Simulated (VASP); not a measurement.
# K (Im-3m) in VASP: elastic constants with LDA

Aim: the elastic constants of K with LDA.

All numbers are computed with VASP 6.6.1; they aren't measurements. Logs are shortened: lines on timing, memory, paths and dates and some standing lists are left out, and cuts for length are marked.

## 1. The crystal as given

It takes space group Im-3m (No. 229, cubic). The conventional cell has a = 5.236 Å, b = 5.236 Å, c = 5.236 Å, α = 90.00°, β = 90.00°, γ = 90.00°.

## 2. Elastic constants, LDA

The input, POSCAR:

```
K
1.0
   -2.6180000000      2.6180000000      2.6180000000
    2.6180000000     -2.6180000000      2.6180000000
    2.6180000000      2.6180000000     -2.6180000000
K
1
Direct
    0.0000000000      0.0000000000      0.0000000000
```

The input, INCAR.step1:

```
PREC     = Accurate       # precision mode
ENCUT    = 600            # plane-wave cutoff, eV
EDIFF    = 1E-8           # SCF threshold, eV
ISMEAR   = 0              # smearing method
SIGMA    = 0.1            # smearing width, eV
LREAL    = False          # projectors in reciprocal space
LASPH    = True           # aspherical terms in the spheres
NELM     = 100            # most SCF steps
ALGO     = Normal         # electronic algorithm
ISIF     = 3              # what is computed and relaxed
LWAVE    = False          # write WAVECAR
LCHARG   = False          # write CHGCAR
IBRION   = 2              # ionic algorithm
NSW      = 40             # ionic steps
EDIFFG   = -0.002         # ionic threshold
```

The input, INCAR.step2:

```
PREC     = Accurate       # precision mode
ENCUT    = 600            # plane-wave cutoff, eV
EDIFF    = 1E-8           # SCF threshold, eV
ISMEAR   = 0              # smearing method
SIGMA    = 0.1            # smearing width, eV
LREAL    = False          # projectors in reciprocal space
LASPH    = True           # aspherical terms in the spheres
NELM     = 100            # most SCF steps
ALGO     = Normal         # electronic algorithm
ISIF     = 3              # what is computed and relaxed
LWAVE    = False          # write WAVECAR
LCHARG   = False          # write CHGCAR
IBRION   = 6              # ionic algorithm
NFREE    = 2            
POTIM    = 0.015          # step
NSW      = 1              # ionic steps
```

The input, KPOINTS:

```
regular mesh
0
Gamma
  16 16 16
```

Potentials or basis: VASP PAW LDA potentials, release 64 (K_sv).

Run with:

```
$ cat potpaw_LDA.64/K_sv/POTCAR > POTCAR
$ cp INCAR.step1 INCAR
$ mpirun -np 1 vasp_std > vasp.out
$ cp CONTCAR POSCAR
$ cp INCAR.step2 INCAR
$ mpirun -np 1 vasp_std > vasp.out
```

OUTCAR:

```text
PREC = Accurate
   ENCUT = 600
   EDIFF = 1E-8
   ISMEAR = 0
   LREAL = False
   LASPH = True
   NELM = 100
   ISIF = 3
   IBRION = 6
   NFREE = 2
   POTIM = 0.015
   NSW = 1

 ion  position               nearest neighbor table
   1  0.000  0.000  0.000-

  LATTYP: Found a body centered cubic cell.
 ALAT       =     5.0434186894

  Lattice vectors:

 A1 = (  -2.5217093447,   2.5217093447,   2.5217093447)
 A2 = (   2.5217093447,  -2.5217093447,   2.5217093447)
 A3 = (   2.5217093447,   2.5217093447,  -2.5217093447)

Analysis of symmetry for initial positions (statically):
=====================================================================
 Subroutine PRICEL returns:
 Original cell was already a primitive cell.

 Routine SETGRP: Setting up the symmetry group for a
 body centered cubic supercell.

 Subroutine GETGRP returns: Found 48 space group operations
 (whereof 48 operations were pure point group operations)
 out of a pool of 48 trial point group operations.

The static configuration has the point symmetry O_h .

Analysis of symmetry for dynamics (positions and initial velocities):
=====================================================================
 Subroutine PRICEL returns:
 Original cell was already a primitive cell.

 Routine SETGRP: Setting up the symmetry group for a
 body centered cubic supercell.

 Subroutine GETGRP returns: Found 48 space group operations
 (whereof 48 operations were pure point group operations)
 out of a pool of 48 trial point group operations.

The dynamic configuration has the point symmetry O_h .

 Subroutine INISYM returns: Found 48 space group operations
 (whereof 48 operations are pure point group operations),
 and found     1 'primitive' translations

----------------------------------------------------------------------------------------

                                     Primitive cell

  volume of cell :      64.1424

  direct lattice vectors                    reciprocal lattice vectors
    -2.521709345  2.521709345  2.521709345     0.000000000  0.198278204  0.198278204
     2.521709345 -2.521709345  2.521709345     0.198278204  0.000000000  0.198278204
     2.521709345  2.521709345 -2.521709345     0.198278204  0.198278204  0.000000000

  length of vectors
     4.367728707  4.367728707  4.367728707     0.280407725  0.280407725  0.280407725

  position of ions in fractional coordinates (direct lattice)
     0.000000000  0.000000000  0.000000000

  ion indices of the primitive-cell ions
   primitive index   ion index
                 1           1

----------------------------------------------------------------------------------------

 KPOINTS: regular mesh

Automatic generation of k-mesh.
 Grid dimensions read from file:
 generate k-points for:   16   16   16

 Generating k-lattice:

  Cartesian coordinates                     Fractional coordinates (reciprocal lattice)
     0.000000000  0.012392388  0.012392388     0.062500000  0.000000000  0.000000000
     0.012392388  0.000000000  0.012392388     0.000000000  0.062500000  0.000000000
     0.012392388  0.012392388  0.000000000     0.000000000  0.000000000  0.062500000

  Length of vectors
     0.017525483  0.017525483  0.017525483

  Shift w.r.t. Gamma in fractional coordinates (k-lattice)
     0.000000000  0.000000000  0.000000000

 Subroutine IBZKPT returns following result:
 ===========================================

 Found    145 irreducible k-points:
[... 86 lines left out ...]

 number of electron       9.0000001 magnetization

 Free energy of the ion-electron system (eV)
  ---------------------------------------------------
  ext. energy  EPLUGINS =         0.00000000
  ---------------------------------------------------
  free energy    TOTEN  =        -1.16700671 eV

  energy without entropy =       -1.16332765  energy(sigma->0) =       -1.16516718

------------------------ aborting loop because EDIFF is reached ----------------------------------------

  FORCE on cell =-STRESS in cart. coord.  units (eV):
  Direction    XX          YY          ZZ          XY          YZ          ZX
  --------------------------------------------------------------------------------------
  -------------------------------------------------------------------------------------
  Total       -0.0019141     -0.0019141     -0.0019141     -0.0000000     -0.0000000      0.0000000
  in kB       -0.0478104     -0.0478104     -0.0478104     -0.0000000     -0.0000000      0.0000000
  external PRESSURE =      -0.0478104 kB  Pullay stress =       0.0000000 kB
[... 86 lines left out ...]
  FREE ENERGIE OF THE ION-ELECTRON SYSTEM (eV)
  ---------------------------------------------------
  free  energy   TOTEN  =        -1.1668000049 eV

  energy  without entropy=       -1.1631386755  energy(sigma->0) =       -1.16496934

 E-fermi :  -0.0297     XC(G=0):  -6.1926

 val. band max:       -0.0334358936   @ k =  -0.0625  -0.4375   0.0625
 cond. band min:      -0.0243728021   @ k =  -0.1875   0.4375   0.1250
 fundamental gap:      0.0090630914
 Fermi energy:        -0.0297321147

 k-point     1 :       0.0000    0.0000    0.0000
  band No.  band energies     occupation
      1     -31.7841      2.00000
      2     -15.4530      2.00000
      3     -15.4530      2.00000
      4     -15.4528      2.00000
      5      -2.3789      2.00000
      6       4.2087      0.00000
      7       4.2087      0.00000
      8       4.2857      0.00000
[... 243 lines left out ...]
 k-point    24 :       0.2500    0.1875    0.0000
  band No.  band energies     occupation
      1     -31.7772      2.00000
      2     -15.5370      2.00000
      3     -15.4876      2.00000
      4     -15.4613      2.00000
      5      -0.5627      2.00000
      6       2.1371      0.00000
      7       2.7781      0.00000
      8       4.9472      0.00000

 [... further k-points ...]

[... ionic steps 4 to 12 ...]

--------------------------------------- Ionic step       13  -------------------------------------------

 number of electron       9.0000001 magnetization

------------------------ aborting loop because EDIFF is reached ----------------------------------------
[... 65 lines left out ...]
--------------------------------------- Ionic step       15  -------------------------------------------

 number of electron       9.0000001 magnetization

 Free energy of the ion-electron system (eV)
  ---------------------------------------------------
  ext. energy  EPLUGINS =         0.00000000
  ---------------------------------------------------
  free energy    TOTEN  =        -1.16700618 eV

  energy without entropy =       -1.16332712  energy(sigma->0) =       -1.16516665

 E-fermi :   0.0065     XC(G=0):  -6.2334

 val. band max:        0.0014721654   @ k =  -0.3750   0.4375   0.1250
 cond. band min:       0.0073716829   @ k =   0.3125   0.1875   0.0000
 fundamental gap:      0.0058995175
 Fermi energy:         0.0064501589

 k-point     1 :       0.0000    0.0000    0.0000
  band No.  band energies     occupation
      1     -31.7407      2.00000
      2     -15.4077      2.00000
      3     -15.4077      2.00000
      4     -15.4077      2.00000
      5      -2.3654      2.00000
      6       4.2824      0.00000
      7       4.2824      0.00000
      8       4.2824      0.00000
[... 281 lines left out ...]
  FREE ENERGIE OF THE ION-ELECTRON SYSTEM (eV)
  ---------------------------------------------------
  free  energy   TOTEN  =        -1.1670061782 eV

  energy  without entropy=       -1.1633271160  energy(sigma->0) =       -1.16516665

 INTERNAL STRAIN TENSORS FROM STRAINED CELLS
 ============================================

 INTERNAL STRAIN TENSOR FOR ION    1 for displacements in x,y,z  (eV/Angst):
          X           Y           Z          XY          YZ          ZX
  --------------------------------------------------------------------------------
  x    -0.00000     0.00000    -0.00000    -0.00000     0.00000    -0.00000
  y    -0.00000     0.00000     0.00000    -0.00000     0.00000    -0.00000
  z     0.00000     0.00000     0.00000     0.00000    -0.00000     0.00000

 INTERNAL STRAIN TENSORS FROM DISPLACED ATOMS
 ============================================

 INTERNAL STRAIN TENSOR FOR ION    1 for displacements in x,y,z  (eV/Angst):
          X           Y           Z          XY          YZ          ZX
  --------------------------------------------------------------------------------
  x     0.00000     0.00000     0.00000     0.00000     0.00000     0.00000
  y     0.00000     0.00000     0.00000     0.00000     0.00000     0.00000
  z     0.00000     0.00000     0.00000     0.00000     0.00000     0.00000

 Eigenvectors and eigenvalues of the dynamical matrix
 ----------------------------------------------------

   1 f/i=    0.000000 THz     0.000000 2PiTHz    0.000000 cm-1     0.000000 meV
             X         Y         Z           dx          dy          dz
      0.000000  0.000000  0.000000     0.672313    0.148805   -0.725157

   2 f/i=    0.000000 THz     0.000000 2PiTHz    0.000000 cm-1     0.000000 meV
             X         Y         Z           dx          dy          dz
      0.000000  0.000000  0.000000     0.513224   -0.799639    0.311734

   3 f/i=    0.000000 THz     0.000000 2PiTHz    0.000000 cm-1     0.000000 meV
             X         Y         Z           dx          dy          dz
      0.000000  0.000000  0.000000     0.533476    0.581751    0.613978

--------------------------------------------------------------------------------------------------------

 ELASTIC MODULI CONTR FROM IONIC RELAXATION (kBar)
 Direction    XX          YY          ZZ          XY          YZ          ZX
 --------------------------------------------------------------------------------
 XX           0.0000      0.0000      0.0000      0.0000      0.0000      0.0000
 YY           0.0000      0.0000      0.0000      0.0000      0.0000      0.0000
 ZZ           0.0000      0.0000      0.0000      0.0000      0.0000      0.0000
 XY           0.0000      0.0000      0.0000      0.0000      0.0000      0.0000
 YZ           0.0000      0.0000      0.0000      0.0000      0.0000      0.0000
 ZX           0.0000      0.0000      0.0000      0.0000      0.0000      0.0000
 --------------------------------------------------------------------------------

 TOTAL ELASTIC MODULI (kBar)
 Direction    XX          YY          ZZ          XY          YZ          ZX
 --------------------------------------------------------------------------------
 XX          50.7388     42.7130     42.7130     -0.0000      0.0000      0.0000
 YY          42.7130     50.7388     42.7130      0.0000      0.0000     -0.0000
 ZZ          42.7130     42.7130     50.7388     -0.0000      0.0000     -0.0000
 XY          -0.0000      0.0000     -0.0000     32.6556      0.0000     -0.0000
 YZ           0.0000      0.0000      0.0000      0.0000     32.6556      0.0000
 ZX           0.0000     -0.0000     -0.0000     -0.0000      0.0000     32.6556
 --------------------------------------------------------------------------------
```

Wall time 21 min (1 thread of Intel Xeon 6975P-C (Granite Rapids), shared host); peak memory 1.1 GiB.

What came out:

| Property | Result |
| --- | --- |
| Relaxed volume | 64.14 Å³/atom |
| Relaxed cell | a = 4.368 Å, b = 4.368 Å, c = 4.368 Å, α = 109.47°, β = 109.47°, γ = 109.47° |
| Space group after relaxing (to 0.05 Å) | Im-3m (No. 229) |
| Elastic constants C11, C12, C44 | 5, 4, 3 GPa |
| Voigt bulk modulus | 5 GPa |

The path:
```tsv
step	energy change (eV)	largest force (eV/Å)	pressure (GPa)	volume (Å³)
1	0.0000	0.0000	-0.41	71.77
2	-0.0044	0.0000	-0.33	69.87
3	-0.0105	0.0000	-0.08	65.33
4	-0.0108	0.0000	0.01	63.99
5	-0.0108	0.0000	0.00	64.14
```

Final structure:
```
K
1.0
    -2.52171    2.52171    2.52171
     2.52171   -2.52171    2.52171
     2.52171    2.52171   -2.52171
K
1
Cartesian
  0.0000 0.0000 0.0000
```

Elastic tensor in Voigt notation (GPa, in the Cartesian axes of the cell as first typed):
```
5 4 4 0 0 0
4 5 4 0 0 0
4 4 5 0 0 0
0 0 0 3 0 0
0 0 0 0 3 0
0 0 0 0 0 3
```

Clamped-ion elastic tensor (GPa):
```
5 4 4 0 0 0
4 5 4 0 0 0
4 4 5 0 0 0
0 0 0 3 0 0
0 0 0 0 3 0
0 0 0 0 0 3
```
